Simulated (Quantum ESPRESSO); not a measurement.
**HfO2 in Quantum ESPRESSO: the effect of functional**

The system is HfO2.

```
CELL_PARAMETERS angstrom
0.00000 2.55750 2.55750
2.55750 0.00000 2.55750
2.55750 2.55750 0.00000
ATOMIC_POSITIONS crystal
Hf 0.00000 0.00000 0.00000
O 0.75000 0.75000 0.75000
O 0.25000 0.25000 0.25000
```

Measurements of this composition are mostly on another form, of space group No. 14.

Alike in all runs:

* Program: Quantum ESPRESSO 7.5
* Task: dielectric tensor
* Cutoff: 1143 eV
* Density cutoff: 4572 eV
* k mesh: 6 × 6 × 6, shifted
* Occupations: fermi-dirac, width 0.05 eV
* Spin: no spin polarisation

| functional | potentials or basis | pressure (GPa) | dielectric constant (mean) |
| --- | --- | --- | --- |
| LDA | PseudoDojo 0.4.1 SR LDA standard | ? | ? |
| PBEsol | PseudoDojo 0.4.1 SR PBEsol standard | -13.2 | 5.27 |
| WC | PseudoDojo 0.4.1 SR PBE standard | -11.2 | 5.28 |
| BLYP | PseudoDojo 0.4.1 SR PBE standard | 1.6 | 5.13 |
| AM05 | PseudoDojo 0.4.1 SR PBE standard | -11.2 | 5.28 |

**Question.** What does the run with functional LDA give?

**Answer.** Pressure -22.1 GPa; dielectric constant 5.29 mean.

Caveats: the cell is more than 3 GPa from zero pressure, which shifts response properties (some runs); the potentials were made for another functional, which shifts forces and pressure (some runs).

Runs at the PBE level aren't shown here.
